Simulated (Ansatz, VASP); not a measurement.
# BeSe: VASP beside Ansatz

```
CELL_PARAMETERS angstrom
0.00000 2.58472 2.58472
2.58472 0.00000 2.58472
2.58472 2.58472 0.00000
ATOMIC_POSITIONS crystal
Se 0.75000 0.75000 0.75000
Be 0.00000 0.00000 0.00000
```

Change from the starting cell: volume scaled by 1.06.

Alike in both runs: task single point; functional PBE; k mesh 9 × 9 × 9; occupations fermi-dirac, width 0.05 eV; no spin polarisation.

```csv
,VASP,Ansatz
version,VASP 6.6.1,Ansatz 0.2.0
potentials or method,"VASP PAW PBE potentials, release 64 (Se, Be)",Ansatz PAW
plane-wave cutoff (eV),520,420
valence electrons in the cell,8,18
```

Ansatz gave:

| Property | Result |
| --- | --- |
| gap on the k mesh at the Fermi level (eV) | 2.74 |
| least direct gap on the mesh (eV) | 4.26 |
| pressure (GPa) | 0.4 |

Q: Which values does VASP return?

A: gap on the k mesh at the Fermi level (eV): 2.73; least direct gap on the mesh (eV): 4.26; pressure (GPa): 0.6.

The two sets of potentials don't hold the same shells in valence.

Caveats: an odd mesh through Γ misses points on the zone boundary, where band edges often lie (VASP); odd divisions of the mesh miss points on the zone boundary, where band edges often lie, so the gap on the mesh can be too wide (Ansatz).
